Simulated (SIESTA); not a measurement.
Gd under changes of volume

One of the cells (33.765 Å³/atom); the others are scaled copies at fixed shape and fractional positions:

```
CELL_PARAMETERS angstrom
3.66008 0.00000 0.00000
-1.83004 3.16972 0.00000
0.00000 0.00000 5.82090
ATOMIC_POSITIONS crystal
Gd 0.66667 0.33333 0.75000
Gd 0.33333 0.66667 0.25000
```

```yaml
Program: SIESTA 5.4.2
Functional: PBE
Potentials_or_basis: PseudoDojo 3+ lanthanides (4f in the core) (PBE files)
Basis: DZP (energy shift 0.003 Ry; two zetas on semicore shells)
Grid_cutoff: 800 Ry
Energy_shift: 0.003 Ry
k_mesh: 8 × 8 × 5
Occupations: fermi-dirac, width 0.05 eV
Spin: collinear spin, ferromagnetic start
Starting_moments: "[7.0, 7.0] μB"
```

| volume (Å³/atom) | energy over the lowest point (meV/atom) | pressure (GPa) |
| --- | --- | --- |
| 31.117 | 12.11 | 2.5 |
| 31.779 | 3.99 | 1.5 |
| 32.441 | 0.00 | 0.5 |
| 33.765 | ? | ? |
| 34.427 | 9.71 | -1.9 |
| 35.090 | 19.05 | -2.5 |

Q: What does the run at 33.765 Å³/atom give?

A: Energy over the lowest point 3.22 meV/atom; pressure -1.1 GPa.

Worked out: A Birch-Murnaghan fit of order 3 (a polynomial in V^(-2/3)) to the other rows has its minimum at 32.79 Å³/atom with B0 = V·E''(V) = 43 GPa and B' = 3.8 at fixed shape and positions, which overstates the stiffness. It gives 3.22 meV/atom at 33.765 Å³/atom, against the run's 3.22, and -dE/dV = -1.2 GPa, against -1.1.

Energies are extrapolated to zero smearing.

Caveats: the basis of atomic orbitals isn't converged, which shifts pressures, moduli and gaps.
